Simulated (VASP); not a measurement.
# Ru (Im-3m) in VASP: notebook

The runs below take Ru through relaxation of cell and atoms, with LDA.

Everything below comes from runs of VASP 6.6.1. Logs are shortened: lines on timing, memory, paths and dates and some standing lists are left out, and cuts for length are marked.

### Step 1. The structure

The structure is cubic, space group Im-3m (No. 229). The conventional cell has a = 2.923 Å, b = 2.923 Å, c = 2.923 Å, α = 90.00°, β = 90.00°, γ = 90.00°. Ru (site symmetry m-3m) has 8 Ru at 2.53 Å as nearest neighbours.

The cell was built by a generator and needn't be a form met in nature.

### Step 2. Relaxation of cell and atoms, LDA

Contents of INCAR:

```
SYSTEM = Ru
ALGO = Normal
EDIFF = 1E-6
EDIFFG = -0.01
ENCUT = 600
GGA = CA
IBRION = 2
ISIF = 3
ISMEAR = 1
LASPH = .TRUE.
LCHARG = .FALSE.
LREAL = .FALSE.
LWAVE = .FALSE.
NELM = 80
NSW = 90
PREC = Accurate
SIGMA = 0.1
```

Contents of KPOINTS:

```
k-points
0
G
  18 18 18
  0 0 0
```

Contents of POSCAR:

```
Ru
1.0
   -1.4615672100      1.4615672100      1.4615672100
    1.4615672100     -1.4615672100      1.4615672100
    1.4615672100      1.4615672100     -1.4615672100
Ru
1
Direct
    0.0000000000      0.0000000000      0.0000000000
```

Potentials or basis: VASP PAW LDA potentials, release 64 (Ru_pv).

Run with:

```sh
cat potpaw_LDA.64/Ru_pv/POTCAR > POTCAR
mpirun -np 1 vasp_std > vasp.out
```

OUTCAR:

```text
SYSTEM = Ru
   EDIFF = 1E-6
   EDIFFG = -0.01
   ENCUT = 600
   GGA = CA
   IBRION = 2
   ISIF = 3
   ISMEAR = 1
   LASPH = .TRUE.
   LREAL = .FALSE.
   NELM = 80
   NSW = 90
   PREC = Accurate

 ion  position               nearest neighbor table
   1  0.000  0.000  0.000-

  LATTYP: Found a body centered cubic cell.
 ALAT       =     2.9231344200

  Lattice vectors:

 A1 = (  -1.4615672100,   1.4615672100,   1.4615672100)
 A2 = (   1.4615672100,  -1.4615672100,   1.4615672100)
 A3 = (   1.4615672100,   1.4615672100,  -1.4615672100)

Analysis of symmetry for initial positions (statically):
=====================================================================
 Subroutine PRICEL returns:
 Original cell was already a primitive cell.

 Routine SETGRP: Setting up the symmetry group for a
 body centered cubic supercell.

 Subroutine GETGRP returns: Found 48 space group operations
 (whereof 48 operations were pure point group operations)
 out of a pool of 48 trial point group operations.

The static configuration has the point symmetry O_h .

Analysis of symmetry for dynamics (positions and initial velocities):
=====================================================================
 Subroutine PRICEL returns:
 Original cell was already a primitive cell.

 Routine SETGRP: Setting up the symmetry group for a
 body centered cubic supercell.

 Subroutine GETGRP returns: Found 48 space group operations
 (whereof 48 operations were pure point group operations)
 out of a pool of 48 trial point group operations.

The dynamic configuration has the point symmetry O_h .

 Subroutine INISYM returns: Found 48 space group operations
 (whereof 48 operations are pure point group operations),
 and found     1 'primitive' translations

----------------------------------------------------------------------------------------

                                     Primitive cell

  volume of cell :      12.4887

  direct lattice vectors                    reciprocal lattice vectors
    -1.461567210  1.461567210  1.461567210     0.000000000  0.342098534  0.342098534
     1.461567210 -1.461567210  1.461567210     0.342098534  0.000000000  0.342098534
     1.461567210  1.461567210 -1.461567210     0.342098534  0.342098534  0.000000000

  length of vectors
     2.531508666  2.531508666  2.531508666     0.483800387  0.483800387  0.483800387

  position of ions in fractional coordinates (direct lattice)
     0.000000000  0.000000000  0.000000000

  ion indices of the primitive-cell ions
   primitive index   ion index
                 1           1

----------------------------------------------------------------------------------------

 KPOINTS: k-points

Automatic generation of k-mesh.
 Grid dimensions read from file:
 generate k-points for:   18   18   18

 Generating k-lattice:

  Cartesian coordinates                     Fractional coordinates (reciprocal lattice)
     0.000000000  0.019005474  0.019005474     0.055555556  0.000000000  0.000000000
     0.019005474  0.000000000  0.019005474     0.000000000  0.055555556  0.000000000
     0.019005474  0.019005474  0.000000000     0.000000000  0.000000000  0.055555556

  Length of vectors
     0.026877799  0.026877799  0.026877799

  Shift w.r.t. Gamma in fractional coordinates (k-lattice)
     0.000000000  0.000000000  0.000000000

 Subroutine IBZKPT returns following result:
 ===========================================

 Found    195 irreducible k-points:

 Following reciprocal coordinates:
            Coordinates               Weight
  0.000000  0.000000  0.000000      1.000000
  0.055556  0.000000  0.000000     12.000000
  0.111111  0.000000  0.000000     12.000000
  0.166667  0.000000  0.000000     12.000000
  0.222222  0.000000  0.000000     12.000000
  0.277778  0.000000  0.000000     12.000000
[... 16 lines left out ...]
  0.333333  0.111111  0.000000     48.000000
  0.388889  0.111111  0.000000     48.000000
 [... further k-points ...]
   k-points           NKPTS =    195   k-points in BZ     NKDIM =    195   number of bands    NBANDS=     11
   number of dos      NEDOS =    301   number of ions     NIONS =      1
   total plane-waves  NPLWV =   8000
   dimension x,y,z NGX =    20 NGY =   20 NGZ =   20
   dimension x,y,z NGXF=    40 NGYF=   40 NGZF=   40
   ions per type =               1
   NGX,Y,Z   is equivalent  to a cutoff of  13.13, 13.13, 13.13 a.u.
   NGXF,Y,Z  is equivalent  to a cutoff of  26.27, 26.27, 26.27 a.u.
 SYSTEM =  Ru
   PREC   = accura    normal or accurate (medium, high low for compatibility)
   ISTART =      0    job   : 0-new  1-cont  2-samecut
   ICHARG =      2    charge: 1-file 2-atom 10-const
   ISPIN  =      1    spin polarized calculation?
   LNONCOLLINEAR =      F non collinear calculations
   LSORBIT =      F    spin-orbit coupling
   LASPH  =      T    aspherical Exc in radial PAW
   ENCUT  =  600.0 eV  44.10 Ry    6.64 a.u.   5.06  5.06  5.06*2*pi/ulx,y,z
   NELM   =     80;   NELMIN=  2; NELMDL= -5     # of ELM steps
   EDIFF  = 0.1E-05   stopping-criterion for ELM
   LREAL  =      F    real-space projection
   EDIFFG = -.1E-01   stopping-criterion for IOM
   NSW    =     90    number of steps for IOM
   IBRION =      2    ionic relax: 0-MD 1-quasi-New 2-CG
   NFREE  =      1    steps in history (QN), initial steepest desc. (CG)
   ISIF   =      3    stress and relaxation
   ISYM   =      2    0-nonsym 1-usesym 2-fastsym
   POTIM  = 0.5000    time-step for ionic-motion
   TEBEG  =    0.0;   TEEND  =   0.0 temperature during run
   PSTRESS=    0.0 pullay stress
   NELECT =      14.0000    total number of electrons
   NUPDOWN=      -1.0000    fix difference up-down
   EMIN   =  10.00;   EMAX   =-10.00  energy-range for DOS
   EFERMI =   0.00;   METHOD = LEGACY
   ISMEAR =     1;   SIGMA  =   0.10  broadening in eV -4-tet -1-fermi 0-gaus
   EFERMI_NEDOS =   21; number of points for ismear=-14 and -15
   IALGO  =     38    algorithm
   IMIX   =      4    mixing-type and parameters
     AMIX     =   0.40;   BMIX     =  1.00
     AMIX_MAG =   1.60;   BMIX_MAG =  1.00
  volume/ion in A,a.u.               =      12.49        84.28
  Fermi-wavevector in a.u.,A,eV,Ry     =   1.700639  3.213741 39.350388  2.892172
  Thomas-Fermi vector in A             =   2.780737
   LORBIT       =      0    0 simple, 1 ext, 2 COOP (PROOUT), +10 PAW based schemes
   GGA     = CA    functional components
   LHFCALC =     F    Hartree Fock is set to
   AEXX    =    0.0000 exact exchange contribution
   IVDW    =     0    specifies the selected vdW correction
   LEPSILON=     F    determine dielectric tensor
   LRPA    =     F    only Hartree local field effects (RPA)
 conjugate gradient relaxation of ions
 non-spin polarized calculation
 Methfessel and Paxton  Order N= 1 SIGMA  =   0.10
  energy-cutoff  :      600.00
  volume of cell :       12.49
 maximum number of plane-waves:       430
   NGX = 11   NGY = 11   NGZ = 11

--------------------------------------- Ionic step        1  -------------------------------------------

 number of electron      14.0000005 magnetization

 Free energy of the ion-electron system (eV)
  ---------------------------------------------------
  ext. energy  EPLUGINS =         0.00000000
  ---------------------------------------------------
  free energy    TOTEN  =        -9.92342978 eV

  energy without entropy =       -9.92245347  energy(sigma->0) =       -9.92310434

------------------------ aborting loop because EDIFF is reached ----------------------------------------

  FORCE on cell =-STRESS in cart. coord.  units (eV):
  Direction    XX          YY          ZZ          XY          YZ          ZX
  --------------------------------------------------------------------------------------
  -------------------------------------------------------------------------------------
  Total        2.4893028      2.4893028      2.4893028      0.0000000      0.0000000     -0.0000000
  in kB      319.3536946    319.3536946    319.3536946      0.0000000      0.0000000     -0.0000000
  external PRESSURE =     319.3536946 kB  Pullay stress =       0.0000000 kB
[... 20 lines left out ...]
  energy  without entropy=       -9.9224534728  energy(sigma->0) =       -9.92310434

--------------------------------------- Ionic step        2  -------------------------------------------

 number of electron      14.0000001 magnetization

 E-fermi :   8.6052     XC(G=0): -12.8568

 val. band max:        8.6049337371   @ k =  -0.3889  -0.4444   0.1667
 cond. band min:       8.6061668254   @ k =   0.2222   0.1667   0.1111
 fundamental gap:      0.0012330883
 Fermi energy:         8.6052490998

 k-point     1 :       0.0000    0.0000    0.0000
  band No.  band energies     occupation
      1     -33.6212      2.00000
      2     -33.6212      2.00000
      3     -33.6212      2.00000
      4       1.9853      2.00000
      5       6.5935      2.00000
      6       6.5935      2.00000
      7       6.5935      2.00000
      8       8.5545      1.74847
      9       8.5545      1.74846
     10      19.0234      0.00000
     11      25.3625      0.00000
[... 385 lines left out ...]
  FREE ENERGIE OF THE ION-ELECTRON SYSTEM (eV)
  ---------------------------------------------------
  free  energy   TOTEN  =       -10.0175226876 eV

  energy  without entropy=      -10.0167447630  energy(sigma->0) =      -10.01726338

[... ionic steps 4 to 15 ...]

--------------------------------------- Ionic step       16  -------------------------------------------

 number of electron      13.9999994 magnetization

------------------------ aborting loop because EDIFF is reached ----------------------------------------

  FORCE on cell =-STRESS in cart. coord.  units (eV):
  Direction    XX          YY          ZZ          XY          YZ          ZX
  --------------------------------------------------------------------------------------
  -------------------------------------------------------------------------------------
  Total        0.0172930      0.0172930      0.0172930     -0.0000000      0.0000000      0.0000000
  in kB        2.0500798      2.0500798      2.0500798     -0.0000000      0.0000000      0.0000000
  external PRESSURE =       2.0500798 kB  Pullay stress =       0.0000000 kB
[... 55 lines left out ...]
  energy  without entropy=      -10.0179353009  energy(sigma->0) =      -10.01846889

--------------------------------------- Ionic step       18  -------------------------------------------

 number of electron      13.9999994 magnetization

 Free energy of the ion-electron system (eV)
  ---------------------------------------------------
  ext. energy  EPLUGINS =         0.00000000
  ---------------------------------------------------
  free energy    TOTEN  =       -10.01873705 eV

  energy without entropy =      -10.01793717  energy(sigma->0) =      -10.01847042

 E-fermi :  12.9298     XC(G=0): -14.3998

 val. band max:       12.9281110966   @ k =   0.2222   0.0000   0.0000
 cond. band min:      12.9487228957   @ k =   0.3333   0.2778   0.0000
 fundamental gap:      0.0206117991
 Fermi energy:        12.9297853942

 k-point     1 :       0.0000    0.0000    0.0000
  band No.  band energies     occupation
      1     -29.4392      2.00000
      2     -29.4392      2.00000
      3     -29.4392      2.00000
      4       4.7137      2.00000
      5       9.9785      2.00000
      6       9.9785      2.00000
      7       9.9785      2.00000
      8      12.8215      2.06350
      9      12.8215      2.06350
     10      22.9732      0.00000
     11      30.0643      0.00000
[... 350 lines left out ...]
  FREE ENERGIE OF THE ION-ELECTRON SYSTEM (eV)
  ---------------------------------------------------
  free  energy   TOTEN  =       -10.0187370478 eV

  energy  without entropy=      -10.0179371718  energy(sigma->0) =      -10.01847042

 reached required accuracy - stopping structural energy minimisation
```

Wall time 57 s (1 thread of Intel Xeon 6975P-C (Granite Rapids), shared host); peak memory 0.15 GiB.

What came out:

| Item | Value |
| --- | --- |
| Free energy | -10.0187 eV |
| Relaxed volume | 13.52 Å³/atom |
| Relaxed cell | a = 2.599 Å, b = 2.599 Å, c = 2.599 Å, α = 109.47°, β = 109.47°, γ = 109.47° |
| Space group after relaxing (to 0.05 Å) | Im-3m (No. 229) |
| Energy gained by relaxing | 95.3 meV/atom |
| Ionic steps | 18 |
| Pressure after relaxing | 0.1 GPa |
| Band gap on the k mesh | none (metal or under the smearing width) |

The path:
| step | energy change (eV) | largest force (eV/Å) | pressure (GPa) | volume (Å³) |
| --- | --- | --- | --- | --- |
| 1 | 0.0000 | 0.0000 | 31.94 | 12.49 |
| 2 | 0.6494 | 0.0000 | -45.61 | 17.55 |
| 3 | -0.0941 | 0.0000 | -3.09 | 13.65 |
| 4 | -0.0953 | 0.0000 | -0.38 | 13.53 |
| 5 | -0.0953 | 0.0000 | 0.20 | 13.51 |
| 6 | -0.0953 | 0.0000 | 0.22 | 13.51 |
| 7 | -0.0953 | 0.0000 | 0.23 | 13.51 |
| 8 | -0.0953 | 0.0000 | 0.19 | 13.51 |
| 9 | -0.0953 | 0.0000 | 0.19 | 13.51 |
| 10 | -0.0953 | 0.0000 | 0.19 | 13.51 |
| 11 | -0.0953 | 0.0000 | 0.19 | 13.51 |
| 12 | -0.0953 | 0.0000 | 0.19 | 13.51 |
| 13 | -0.0953 | 0.0000 | 0.19 | 13.51 |
| 14 | -0.0953 | 0.0000 | 0.19 | 13.51 |
| 15 | -0.0953 | 0.0000 | 0.20 | 13.51 |
| 16 | -0.0953 | 0.0000 | 0.21 | 13.51 |
| 17 | -0.0953 | 0.0000 | 0.12 | 13.52 |
| 18 | -0.0953 | 0.0000 | 0.06 | 13.52 |

Final structure:
```yaml
crystal:
  lattice:
    - [-1.50072, 1.50072, 1.50072]
    - [1.50072, -1.50072, 1.50072]
    - [1.50072, 1.50072, -1.50072]
  atoms:
    - { symbol: Ru, position: [0.00000, 0.00000, 0.00000] }
```

### Step 3. Relaxation of cell and atoms, LDA

This run uses another cell than the first one, of 13.52 Å³/atom, 1.083 times its volume.

Changes to INCAR since step 2:

```diff
@@ -2,4 +2,4 @@
 ALGO = Normal
-EDIFF = 1E-6
-EDIFFG = -0.01
+EDIFF = 1E-7
+EDIFFG = -0.005
 ENCUT = 600
```

KPOINTS is that of step 2.

Contents of POSCAR:

```
Ru                                      
1.0
   -1.5007176566      1.5007176566      1.5007176566
    1.5007176566     -1.5007176566      1.5007176566
    1.5007176566      1.5007176566     -1.5007176566
  Ru            
     1
Direct
     0.0000000000000000    1.0000000000000000    1.0000000000000000
```

Potentials or basis: VASP PAW LDA potentials, release 64 (Ru_pv).

Run with:

```sh
cat potpaw_LDA.64/Ru_pv/POTCAR > POTCAR
mpirun -np 1 vasp_std > vasp.out
```

Run time: 10 s. Hardware: 1 thread of Intel Xeon 6975P-C (Granite Rapids), shared host; peak memory 0.15 GiB.

It converged, with:

| Quantity | Value |
| --- | --- |
| Free energy | -10.0199 eV |
| Pressure after relaxing | 0.0 GPa |
| Band gap on the k mesh | none (metal or under the smearing width) |

Final structure:
```xyz
1
Lattice="-1.5007 1.5007 1.5007 1.5007 -1.5007 1.5007 1.5007 1.5007 -1.5007" Properties=species:S:1:pos:R:3 pbc="T T T"
Ru    0.0000    0.0000    0.0000
```

Levels at points of the mesh, in eV from the Fermi level:
```csv
k point,band 5,band 6,band 7,band 8,band 9,band 10
"(0.00, 0.00, 0.00)",-2.95,-2.95,-2.95,-0.11,-0.11,10.04
"(0.50, 0.00, 0.00)",-4.79,-0.12,0.39,1.22,2.60,10.04
"(0.50, 0.50, 0.50)",-6.59,1.94,1.94,1.94,9.46,9.46
```

Caveat: the relaxation stopped at its first step, so nothing moved.
